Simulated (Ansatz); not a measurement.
## Ni$_{3}$Ge: moving Ge off its site

Ni$_{3}$Ge, Pm-3m, a = 3.525 Å. The structure is a Materials Project entry; whether it is the stable form wasn't checked. Ansatz: PBEsol, PAW, 420 eV, Γ-centred 14×14×14 mesh on 4 atoms, Gaussian smearing 0.15 eV; no spin polarisation.

```yaml
crystal:
  lattice:
    - [3.52491, 0.00000, 0.00000]
    - [0.00000, 3.52491, 0.00000]
    - [0.00000, 0.00000, 3.52491]
  atoms:
    - { symbol: Ni, position: [0.50000, 0.00000, 0.50000] }
    - { symbol: Ni, position: [0.00000, 0.50000, 0.50000] }
    - { symbol: Ni, position: [0.50000, 0.50000, 0.00000] }
    - { symbol: Ge, position: [0.00000, 0.00000, 0.00000] }
```

Atom 4 (Ge) moves by x along the unit vector (1.000, 0.000, 0.000), with its periodic images; all else is held. y is the free energy of the cell over the start, F the force along the path summed over the moved atoms.

```tsv
x (Å)	y (meV)	F (eV/Å)
-0.100	34.45	0.70
-0.060	12.33	0.41
-0.020	1.37	0.14
0.000	0.00	0.00
0.040	?	?
0.080	21.97	-0.55
```

Fit y = c2 x² + c3 x³ + c4 x⁴ to the energies of the other rows, give the force constant, and predict energy and force of the missing row.

Least squares on the rows shown. y = 3413.8 x² − 6.5183 x³ + 3055.7 x⁴. The force constant is 2 c2 = 6.83 eV/Å² (for all images moving together, not for a lone atom). The force −dy/dx at the missing row is -0.27 eV/Å (computed -0.27). At x = 0.040 the fit asked for gives 5.47 meV. The run gave 5.47 meV, the same to the digits shown.

Cost: 6 runs of about 4.6 core-minutes in all, on Oxide Virtual Turin-like Processor (Zen 5) (shared hosts).

The Ge atom sits in a steep, almost harmonic well: the energy rises on both sides of the ideal site, and the forces always point back to it. Inversion symmetry at this site forbids a cubic term, so the small fitted value of −6.5183 is numerical residue, not a real asymmetry. The positive quartic term indicates slight hardening, but contributes little over this range.

The stiffness probably comes from the close-packed cage of Ni neighbours. A shift along a cube axis compresses some Ni–Ge contacts while stretching the opposite ones, and the short-range repulsion on the compressed side grows faster than bonding can compensate. Hybridisation between Ni d and Ge p states likely adds to the restoring force, though an energy curve alone can't separate the two contributions.

Because the site is cubic, the harmonic force constant of 6.83 eV/Å² holds for any direction of the same rigid sublattice shift, while the quartic term may depend on direction. A phonon frequency doesn't follow directly, since the Ni atoms would take part in the true polar-type modes.
